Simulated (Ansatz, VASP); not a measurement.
**CoSi2: VASP beside Ansatz**

```
Co Si
1.0
     0.00000    2.71508    2.71508
     2.71508    0.00000    2.71508
     2.71508    2.71508    0.00000
Co Si
1 2
Cartesian
  0.0000 0.0000 0.0000
  1.3575 1.3575 1.3575
  4.0726 4.0726 4.0726
```

Alike in both runs: task single point; functional PBE; k mesh 12 × 12 × 12; occupations gaussian, width 0.05 eV; no spin polarisation.

|  | VASP | Ansatz |
| --- | --- | --- |
| version | VASP 6.6.1 | Ansatz 0.2.0 |
| potentials or method | VASP PAW PBE potentials, release 64 (Co, Si) | scalar-relativistic, plane waves, PAW |
| plane-wave cutoff (eV) | 520 | 420 |
| valence electrons in the cell | 17 | 25 |

```csv
,VASP,Ansatz,Ansatz less VASP
gap on the k mesh at the Fermi level (eV),none,none,-
pressure (GPa),-6.5,-6.4,+0.11
```

A gap of «none» marks a metal or a gap that the smearing closes. The two sets of potentials don't hold the same shells in valence.

Spin polarisation is off, so any magnetic state and its effect on volume and gap are missing.
